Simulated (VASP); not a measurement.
Wanted: the native input for a VASP 6.6.1 run.

```
Task                   : single point
Functional             : PBEsol
Potentials or basis    : VASP PAW PBE potentials, release 64 (Si)
Cutoff                 : 520 eV
k mesh                 : 12 × 12 × 12
Occupations            : gaussian, width 0.02 eV
Spin                   : no spin polarisation
Dipole correction      : no
Further INCAR settings : ALGO = Fast; EDIFF = 1e-06; NBANDS = 11
```

The structure of Si lies in POSCAR:

```
Si
1.0
    0.0000000000      2.7165040204      2.7165040204
    2.7165040204      0.0000000000      2.7165040204
    2.7165040204      2.7165040204      0.0000000000
Si
2
Direct
    0.5000000000      0.5000000000      0.5000000000
    0.7500000000      0.7500000000      0.7500000000
```

One way to write it, as run:

INCAR

```
SYSTEM = Si
PREC = Accurate
ENCUT = 520
EDIFF = 1E-6
ISMEAR = 0
SIGMA = 0.02
LREAL = .False.
LASPH = .True.
NELM = 100
ALGO = Fast
ISIF = 2
LWAVE = .False.
LCHARG = .True.
GGA = PS
LELF = .True.
LVHAR = .True.
NBANDS = 11
```

KPOINTS

```
Automatic mesh
0
Gamma
  12 12 12
  0 0 0
```

Potentials or basis: VASP PAW PBE potentials, release 64 (Si).

Run with:

```bash
$ cat potpaw_PBE.64/Si/POTCAR > POTCAR
$ mpirun -np 1 vasp_std > vasp.out
```

It gave:

| Quantity | Value |
| --- | --- |
| Pressure | 0.1 GPa |
| Band gap on the k mesh | 0.46 eV, indirect (least direct gap 2.52 eV) |

Caveat: the PAW data sets were made with another functional, which shifts forces and pressure a little.

It took 30 s on 1 thread of Intel(R) Xeon(R) Platinum 8488C (Sapphire Rapids) (shared host), peak memory 0.16 GiB.
